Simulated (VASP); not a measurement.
# InAs (F-43m) in VASP: settings compared

InAs is run at these levels: LDA, r2SCAN; tasks: single point, relaxation of cell and atoms.

All numbers are computed with VASP 6.6.1; they aren't measurements. Logs are shortened: lines on timing, memory, paths and dates and some standing lists are left out, and cuts for length are marked.

**The experiment to reproduce.**

A printed reference work, data compilation reports, for a bulk crystal of InAs at 4.2 K: band gap 0.418 eV (direct).

The runs below are set against these values where they give the same quantity.

**1. The cell of the first run**

Symmetry: F-43m, No. 216, cubic system. Conventional cell: a = 6.029 Å, b = 6.029 Å, c = 6.029 Å, α = 90.00°, β = 90.00°, γ = 90.00°. In (site symmetry -43m) has 4 As at 2.61 Å within 3.4 Å. Within 3.4 Å of As (site symmetry -43m) lie 4 In at 2.61 Å.

**2. Single point, LDA**

Input file INCAR:

```
ALGO = Normal ; EDIFF = 1E-6
ENCUT = 520 ; ISIF = 2
ISMEAR = -1 ; LASPH = T
LCHARG = F ; LREAL = F
LWAVE = F ; NBANDS = 16
NELM = 100 ; PREC = Accurate
SIGMA = 0.02
```

Input file KPOINTS:

```
k-points
0
Gamma
  6 6 6
```

Input file POSCAR:

```
InAs
1.0
    0.0000000000      3.0145121485      3.0145121485
    3.0145121485      0.0000000000      3.0145121485
    3.0145121485      3.0145121485      0.0000000000
In As
1 1
Direct
    0.0000000000      0.0000000000      0.0000000000
    0.2500000000      0.2500000000      0.2500000000
```

Potentials or basis: VASP PAW LDA potentials, release 64 (In_d, As).

Run with:

```bash
cat potpaw_LDA.64/In_d/POTCAR potpaw_LDA.64/As/POTCAR > POTCAR
mpirun -np 1 vasp_std > vasp.out
```

OUTCAR:

```text
EDIFF = 1E-6
   ENCUT = 520
   ISIF = 2
   ISMEAR = -1
   LASPH = T
   LREAL = F
   NELM = 100
   PREC = Accurate

 ion  position               nearest neighbor table
   1  0.000  0.000  0.000-   2 2.61   2 2.61   2 2.61   2 2.61
   2  0.250  0.250  0.250-   1 2.61   1 2.61   1 2.61   1 2.61

  LATTYP: Found a face centered cubic cell.
 ALAT       =     6.0290242970

  Lattice vectors:

 A1 = (   0.0000000000,   3.0145121485,   3.0145121485)
 A2 = (   3.0145121485,   0.0000000000,   3.0145121485)
 A3 = (   3.0145121485,   3.0145121485,   0.0000000000)

Analysis of symmetry for initial positions (statically):
=====================================================================
 Subroutine PRICEL returns:
 Original cell was already a primitive cell.

 Routine SETGRP: Setting up the symmetry group for a
 face centered cubic supercell.

 Subroutine GETGRP returns: Found 24 space group operations
 (whereof 24 operations were pure point group operations)
 out of a pool of 48 trial point group operations.

The static configuration has the point symmetry T_d .

Analysis of symmetry for dynamics (positions and initial velocities):
=====================================================================
 Subroutine PRICEL returns:
 Original cell was already a primitive cell.

 Routine SETGRP: Setting up the symmetry group for a
 face centered cubic supercell.

 Subroutine GETGRP returns: Found 24 space group operations
 (whereof 24 operations were pure point group operations)
 out of a pool of 48 trial point group operations.

The dynamic configuration has the point symmetry T_d .

 Subroutine INISYM returns: Found 24 space group operations
 (whereof 24 operations are pure point group operations),
 and found     1 'primitive' translations

----------------------------------------------------------------------------------------

                                     Primitive cell

  volume of cell :      54.7875

  direct lattice vectors                    reciprocal lattice vectors
     0.000000000  3.014512149  3.014512149    -0.165864317  0.165864317  0.165864317
     3.014512149  0.000000000  3.014512149     0.165864317 -0.165864317  0.165864317
     3.014512149  3.014512149  0.000000000     0.165864317  0.165864317 -0.165864317

  length of vectors
     4.263163964  4.263163964  4.263163964     0.287285425  0.287285425  0.287285425

  position of ions in fractional coordinates (direct lattice)
     0.000000000  0.000000000  0.000000000
     0.250000000  0.250000000  0.250000000

  ion indices of the primitive-cell ions
   primitive index   ion index
                 1           1
                 2           2

----------------------------------------------------------------------------------------

 KPOINTS: k-points

Automatic generation of k-mesh.
 Grid dimensions read from file:
 generate k-points for:    6    6    6

 Generating k-lattice:

  Cartesian coordinates                     Fractional coordinates (reciprocal lattice)
    -0.027644053  0.027644053  0.027644053     0.166666667  0.000000000  0.000000000
     0.027644053 -0.027644053  0.027644053     0.000000000  0.166666667  0.000000000
     0.027644053  0.027644053 -0.027644053     0.000000000  0.000000000  0.166666667

  Length of vectors
     0.047880904  0.047880904  0.047880904

  Shift w.r.t. Gamma in fractional coordinates (k-lattice)
     0.000000000  0.000000000  0.000000000

 Subroutine IBZKPT returns following result:
 ===========================================

 Found     16 irreducible k-points:

 Following reciprocal coordinates:
            Coordinates               Weight
  0.000000  0.000000  0.000000      1.000000
  0.166667  0.000000  0.000000      8.000000
  0.333333  0.000000  0.000000      8.000000
  0.500000  0.000000  0.000000      4.000000
  0.166667  0.166667  0.000000      6.000000
  0.333333  0.166667  0.000000     24.000000
[... 8 lines left out ...]
 -0.333333  0.333333  0.166667     24.000000
 -0.333333  0.500000  0.166667     12.000000
   k-points           NKPTS =     16   k-points in BZ     NKDIM =     16   number of bands    NBANDS=     16
   number of dos      NEDOS =    301   number of ions     NIONS =      2
   total plane-waves  NPLWV =  32768
   dimension x,y,z NGX =    32 NGY =   32 NGZ =   32
   dimension x,y,z NGXF=    64 NGYF=   64 NGZF=   64
   ions per type =               1   1
   NGX,Y,Z   is equivalent  to a cutoff of  12.48, 12.48, 12.48 a.u.
   NGXF,Y,Z  is equivalent  to a cutoff of  24.96, 24.96, 24.96 a.u.
 SYSTEM =  unknown system
   PREC   = accura    normal or accurate (medium, high low for compatibility)
   ISTART =      0    job   : 0-new  1-cont  2-samecut
   ICHARG =      2    charge: 1-file 2-atom 10-const
   ISPIN  =      1    spin polarized calculation?
   LNONCOLLINEAR =      F non collinear calculations
   LSORBIT =      F    spin-orbit coupling
   LASPH  =      T    aspherical Exc in radial PAW
   ENCUT  =  520.0 eV  38.22 Ry    6.18 a.u.   7.93  7.93  7.93*2*pi/ulx,y,z
   NELM   =    100;   NELMIN=  2; NELMDL= -5     # of ELM steps
   EDIFF  = 0.1E-05   stopping-criterion for ELM
   LREAL  =      F    real-space projection
   EDIFFG = 0.1E-04   stopping-criterion for IOM
   NSW    =      0    number of steps for IOM
   IBRION =     -1    ionic relax: 0-MD 1-quasi-New 2-CG
   NFREE  =      0    steps in history (QN), initial steepest desc. (CG)
   ISIF   =      2    stress and relaxation
   ISYM   =      2    0-nonsym 1-usesym 2-fastsym
   POTIM  = 0.5000    time-step for ionic-motion
   TEBEG  =    0.0;   TEEND  =   0.0 temperature during run
   PSTRESS=    0.0 pullay stress
   NELECT =      18.0000    total number of electrons
   NUPDOWN=      -1.0000    fix difference up-down
   EMIN   =  10.00;   EMAX   =-10.00  energy-range for DOS
   EFERMI =   0.00;   METHOD = LEGACY
   ISMEAR =    -1;   SIGMA  =   0.02  broadening in eV -4-tet -1-fermi 0-gaus
   EFERMI_NEDOS =   21; number of points for ismear=-14 and -15
   IALGO  =     38    algorithm
   IMIX   =      4    mixing-type and parameters
     AMIX     =   0.40;   BMIX     =  1.00
     AMIX_MAG =   1.60;   BMIX_MAG =  1.00
  volume/ion in A,a.u.               =      27.39       184.86
  Fermi-wavevector in a.u.,A,eV,Ry     =   1.129636  2.134703 17.362097  1.276078
  Thomas-Fermi vector in A             =   2.266330
   LORBIT       =      0    0 simple, 1 ext, 2 COOP (PROOUT), +10 PAW based schemes
   GGA     = CA    functional components
   LHFCALC =     F    Hartree Fock is set to
   AEXX    =    0.0000 exact exchange contribution
   IVDW    =     0    specifies the selected vdW correction
   LEPSILON=     F    determine dielectric tensor
   LRPA    =     F    only Hartree local field effects (RPA)
 non-spin polarized calculation
  energy-cutoff  :      520.00
  volume of cell :       54.79
 maximum number of plane-waves:      1492
   NGX = 15   NGY = 15   NGZ = 15

 number of electron      17.9999992 magnetization

 Free energy of the ion-electron system (eV)
  ---------------------------------------------------
  ext. energy  EPLUGINS =         0.00000000
  ---------------------------------------------------
  free energy    TOTEN  =        -9.00928275 eV

  energy without entropy =       -9.00892913  energy(sigma->0) =       -9.00910594

 E-fermi :   4.4514     XC(G=0):  -9.4486

 val. band max:        4.4375827866   @ k =   0.0000   0.0000   0.0000
 cond. band min:       5.2592387429   @ k =   0.5000   0.0000   0.0000
 fundamental gap:      0.8216559564
 Fermi energy:         4.4514456064

 k-point     1 :       0.0000    0.0000    0.0000
  band No.  band energies     occupation
      1      -9.9466      2.00000
      2      -9.9466      2.00000
      3      -9.9466      2.00000
      4      -9.8146      2.00000
      5      -9.8146      2.00000
      6      -7.5353      2.00000
[... 8 lines left out ...]
     15      14.1736      0.00000
     16      14.1736      0.00000

 k-point     2 :       0.1667    0.0000    0.0000
  band No.  band energies     occupation
      1      -9.9832      2.00000
      2      -9.9363      2.00000
      3      -9.9363      2.00000
      4      -9.8147      2.00000
      5      -9.8147      2.00000
      6      -7.2461      2.00000
[... 8 lines left out ...]
     15      13.0132      0.00000
     16      13.0132      0.00000

 k-point     3 :       0.3333    0.0000    0.0000
  band No.  band energies     occupation
      1     -10.0489      2.00000
      2      -9.9196      2.00000
      3      -9.9196      2.00000
      4      -9.8108      2.00000
      5      -9.8108      2.00000
      6      -6.5259      2.00000
[... 8 lines left out ...]
     15      13.4907      0.00000
     16      13.4907      0.00000

 k-point     4 :       0.5000    0.0000    0.0000
  band No.  band energies     occupation
      1     -10.0791      2.00000
      2      -9.9136      2.00000
      3      -9.9136      2.00000
      4      -9.8063      2.00000
      5      -9.8063      2.00000
      6      -6.0248      2.00000
[... 8 lines left out ...]
     15      15.1634      0.00000
     16      15.1634      0.00000
[... 172 lines left out ...]
 k-point    14 :       0.5000    0.3333    0.1667
  band No.  band energies     occupation
      1     -10.0921      2.00000
      2      -9.9005      2.00000
      3      -9.8874      2.00000
      4      -9.8309      2.00000
      5      -9.8028      2.00000
      6      -5.9802      2.00000
[... 8 lines left out ...]
     15      14.9900      0.00000
     16      16.3615      0.00000

 k-point    15 :      -0.3333    0.3333    0.1667
  band No.  band energies     occupation
      1     -10.1052      2.00000
      2      -9.9001      2.00000
      3      -9.8787      2.00000
      4      -9.8266      2.00000
      5      -9.8069      2.00000
      6      -5.5940      2.00000
[... 8 lines left out ...]
     15      15.2123      0.00000
     16      16.2261      0.00000

 k-point    16 :      -0.3333    0.5000    0.1667
  band No.  band energies     occupation
      1     -10.1222      2.00000
      2      -9.8859      2.00000
      3      -9.8678      2.00000
      4      -9.8382      2.00000
      5      -9.8007      2.00000
      6      -5.4286      2.00000
[... 8 lines left out ...]
     15      16.0825      0.00000
     16      16.2136      0.00000

------------------------ aborting loop because EDIFF is reached ----------------------------------------

  FORCE on cell =-STRESS in cart. coord.  units (eV):
  Direction    XX          YY          ZZ          XY          YZ          ZX
  --------------------------------------------------------------------------------------
  -------------------------------------------------------------------------------------
  Total        0.0449942      0.0449942      0.0449942      0.0000000      0.0000000      0.0000000
  in kB        1.3157884      1.3157884      1.3157884      0.0000000      0.0000000      0.0000000
  external PRESSURE =       1.3157884 kB  Pullay stress =       0.0000000 kB

 VOLUME and BASIS-vectors are now :
 -----------------------------------------------------------------------------
  energy-cutoff  :      520.00
  volume of cell :       54.79
      direct lattice vectors                 reciprocal lattice vectors
     0.000000000  3.014512149  3.014512149    -0.165864317  0.165864317  0.165864317
     3.014512149  0.000000000  3.014512149     0.165864317 -0.165864317  0.165864317
     3.014512149  3.014512149  0.000000000     0.165864317  0.165864317 -0.165864317

 POSITION                                       TOTAL-FORCE (eV/Angst)
 -----------------------------------------------------------------------------------
      0.00000      0.00000      0.00000         0.000000      0.000000      0.000000
      1.50726      1.50726      1.50726        -0.000000     -0.000000     -0.000000
 -----------------------------------------------------------------------------------
    total drift:                               -0.000000     -0.000000     -0.000000

  FREE ENERGIE OF THE ION-ELECTRON SYSTEM (eV)
  ---------------------------------------------------
  free  energy   TOTEN  =        -9.0092827531 eV

  energy  without entropy=       -9.0089291317  energy(sigma->0) =       -9.00910594
```

It took 16 s on 1 thread of Intel Xeon 8259CL, shared host; peak memory 0.16 GiB.

What came out:

- Free energy: -9.0093 eV
- Pressure: 0.1 GPa
- Band gap on the k mesh: zero (filled and empty bands touch)

Caveat: semilocal functionals underestimate gaps, so a narrow gap can read as zero; spin-orbit coupling is left out, which moves the levels of the heavy elements.

[end of part 1 of 2]
